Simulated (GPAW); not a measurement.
Runs of GPAW 26.7.0 on FeO (Wuestite). It takes space group Fm-3m (No. 225, cubic). The conventional cell has a = 4.311 Å, b = 4.311 Å, c = 4.311 Å, α = 90.00°, β = 90.00°, γ = 90.00°. Around Fe (site symmetry m-3m) lie 6 O at 2.16 Å. Around O (site symmetry m-3m) lie 6 Fe at 2.16 Å. 

| task | level | potentials or basis | U | cell | cutoff (eV) | maxiter | optimizer | fmax | max steps | target pressure | gap on the mesh (eV) | pressure (GPa) | moment (μB) |
| --- | --- | --- | --- | --- | --- | --- | --- | --- | --- | --- | --- | --- | --- |
| relaxation of cell and atoms | PBEsol | PAW data sets generated in the run's folder for this functional, pw | - | relaxed to 20 GPa | 800 | 150 | BFGS | 0.02 eV/Å | 60 | 20 GPa | none | 20.3 | (a) |
| single point | PBE+U | GPAW PAW data sets (gpaw-data 1.2.1), pw | Fe d U = 3 eV | as given | 600 | 120 | - | - | - | - | none | -2.6 | 4.00 |
| relaxation of cell and atoms | PBEsol | PAW data sets generated in the run's folder for this functional, pw | - | relaxed | 800 | 150 | BFGS | 0.02 eV/Å | 60 | - | none | 0.2 | 4.00 |
| relaxation of cell and atoms | PBEsol | PAW data sets generated in the run's folder for this functional, pw | - | relaxed to 5 GPa | 800 | 150 | BFGS | 0.02 eV/Å | 60 | 5 GPa | none | 5.0 | 3.99 |
| single point | PBE+U | PAW data sets generated in the run's folder for this functional, pw | Fe d U = 1 eV | as given | 650 | 120 | - | - | - | - | none | -1.0 | 4.00 |

Alike in all rows: spin collinear, ferromagnetic start; k mesh 9 × 9 × 9; smearing fermi-dirac 0.05 eV.

Q: Fill in the values left out.

A: (a) 3.83.

Caveats: a cell with one magnetic atom can't hold antiferromagnetic order, which such compounds often take; each step starts from the last one's moments, so a moment once lost doesn't come back (some runs); later steps reuse the first step's grids (some runs); semilocal functionals often make such compounds metallic where correlation or magnetic order opens a gap, which also shifts bond lengths (some runs); the cutoff is short for stress and forces, so pressures can be off by a GPa or more (some runs).

A gap of «none» marks a metal or a gap under the smearing width.
